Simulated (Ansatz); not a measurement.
**Ti in Ansatz: the effect of functional**

Ti:

```
Ti
1.0
     0.00000    2.01638    2.01638
     2.01638    0.00000    2.01638
     2.01638    2.01638    0.00000
Ti
1
Direct
  0.00000 0.00000 0.00000
```

This isn't the form of Ti at room conditions, which is hcp.

The cell isn't the ideal one: volume scaled by 0.98.

Alike in all runs:

```yaml
Program: Ansatz 0.2.0
Task: single point
Potentials_or_basis: Ansatz PAW
k_mesh: 11 × 11 × 11
Occupations: fermi-dirac, width 0.05 eV
Spin: no spin polarisation
```

```csv
functional,cutoff,pressure (GPa)
LDA,420 eV (not typed: the program's choice for these potentials),-2.9
PBEsol,420 eV (not typed: the program's choice for these potentials),1.8
r2SCAN,500 eV (not typed: the program's choice for these potentials),?
```

Task: What does the run with functional r2SCAN give?

Result: Pressure 6.8 GPa.

Caveats: the PAW data sets come from PBE, with cores solved anew for the run's functional, which leaves a small shift of forces and pressure.
